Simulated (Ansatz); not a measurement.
## Random displacements in SiC

All numbers below come from DFT PBE, scalar-relativistic, plane waves, PAW in Ansatz 0.2.0. Settings: plane waves to 420 eV, k-mesh 12×12×6 (Γ-centred), Gaussian smearing 0.05 eV. No spin polarisation. Energies are free energies at this smearing, counted from the undisturbed cell; pressure is positive in compression.

Zero of the scan (as given, not relaxed at this level):

```
Si C
1.0
     3.07600    0.00000    0.00000
    -1.53800    2.66389    0.00000
     0.00000    0.00000    5.04800
Si C
2 2
Direct
  0.33333 0.66667 0.00000
  0.66667 0.33333 0.50000
  0.33333 0.66667 0.38500
  0.66667 0.33333 0.88500
```

After a displacement of all atoms with no net shift, the run gives ΔE = 27.1 meV/atom; stress (xx, yy, zz, yz, xz, xy; compression positive) (5.79, 8.08, -0.83, 0.02, -1.62, 0.11) GPa; gap on the mesh 2.25 eV.

| atom | Fx (eV/Å) | Fy | Fz |
| --- | --- | --- | --- |
| Si1 | -0.935 | -0.454 | 1.074 |
| Si2 | -0.820 | 0.472 | 1.304 |
| C3 | 0.913 | -0.234 | -1.327 |
| C4 | 0.842 | 0.217 | -1.051 |

Q: Which displacements (Å, in the unstrained cell) and strain were applied?

A:
```tsv
atom	ux	uy	uz
Si1	0.03	0.03	-0.01
Si2	0.01	-0.03	-0.02
C3	-0.03	-0.01	0.02
C4	-0.01	0.01	0.01
```
The cell is not strained.

Cost: 1 run of about 0.36 core-minutes, on Arm Neoverse V2 (shared hosts).